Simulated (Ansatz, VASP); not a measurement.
## Two plane-wave programs on SrO

```
Sr O
1.0
     3.54693    0.00000    0.00000
    -1.77347    3.07173    0.00000
     0.00000    0.00000    6.20857
Sr O
2 2
Direct
  0.00000 0.00000 0.00000
  0.33333 0.66667 0.50000
  0.66667 0.33333 0.25000
  0.66667 0.33333 0.75000
```

Alike in both runs: functional r2SCAN; k mesh 6 × 6 × 6; occupations gaussian, width 0.02 eV; no spin polarisation.

Ansatz relaxed the structure, and its values are those at the end. VASP's run is a single point on that final structure, the one shown.

|  | VASP | Ansatz |
| --- | --- | --- |
| version | VASP 6.6.1 | Ansatz 0.2.0 |
| potentials or method | VASP PAW PBE potentials, release 64 (Sr_sv, O) | scalar-relativistic, plane waves, PAW |
| plane-wave cutoff (eV) | 520 | 500 |
| valence electrons in the cell | 32 | 32 |

|  | VASP | Ansatz | Ansatz less VASP |
| --- | --- | --- | --- |
| gap on the k mesh at the Fermi level (eV) | 3.49 | 3.54 | +0.042 |
| least direct gap on the mesh (eV) | 3.70 | 3.69 | -0.011 |
| pressure (GPa) | 0.6 | 0.0 | -0.55 |

Caveats: the PAW data sets were made with another functional, which shifts forces and pressure a little (VASP). r2SCAN opens gaps a little over a GGA but as a rule still falls short of measured ones. A k mesh can miss the band edges.
